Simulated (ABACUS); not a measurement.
The system is I.

```
I
1.0
     4.56978    0.00000    0.00000
     3.34520    2.98369    0.00000
     1.22458    0.23778    2.97420
I
1
Direct
  0.00000 0.00000 0.00000
```

| Quantity | Value |
| --- | --- |
| Program | ABACUS 3.10.1 |
| Task | relaxation of cell and atoms |
| Functional | PBE |
| Potentials or basis | SG15 ONCV 1.2 PBE |
| Cutoff | 966 eV |
| Density cutoff | 3864 eV |
| Basis | plane waves |
| k mesh | 7 × 7 × 7 |
| Occupations | fermi-dirac, width 0.05 eV |
| Spin | no spin polarisation |

At the start: pressure 0.6 GPa; volume 40.55 Å³/atom.

How do energy, volume and symmetry change on relaxing?

Over 13 steps the energy falls by 13.7 meV/atom and the volume is 49.02 Å³/atom (+20.9 %); space group Fmmm (No. 69, to 0.05 Å).

The path:
| step | energy change (eV) | largest force (eV/Å) | pressure (GPa) | volume (Å³) |
| --- | --- | --- | --- | --- |
| 1 | 0.0000 | 0.0000 | 0.63 | 40.55 |
| 2 | -0.0011 | 0.0000 | 0.49 | 40.83 |
| 3 | -0.0048 | 0.0000 | -0.14 | 42.38 |
| 4 | -0.0061 | 0.0000 | -0.25 | 42.99 |
| 5 | -0.0094 | 0.0000 | -0.31 | 44.54 |
| 6 | -0.0113 | 0.0000 | -0.16 | 45.58 |
| 7 | -0.0120 | 0.0000 | 0.01 | 46.21 |
| 8 | -0.0121 | 0.0000 | 0.06 | 46.49 |
| 9 | -0.0124 | 0.0000 | 0.11 | 47.00 |
| 10 | -0.0130 | 0.0000 | 0.16 | 48.08 |
| 11 | -0.0134 | 0.0000 | 0.15 | 49.35 |
| 12 | -0.0136 | 0.0000 | 0.07 | 49.15 |
| 13 | -0.0137 | 0.0000 | 0.00 | 49.02 |

Final structure:
```
CELL_PARAMETERS angstrom
5.21826 0.27148 -0.29405
3.99716 3.27480 -0.26810
1.22110 0.26521 2.99171
ATOMIC_POSITIONS crystal
I 0.00000 0.00000 0.00000
```

Caveat: the volume moved by over 15 % at a fixed basis, so the end points are rough; an odd number of electrons without spin polarisation forces a metal; a magnetic or distorted state may lie lower.
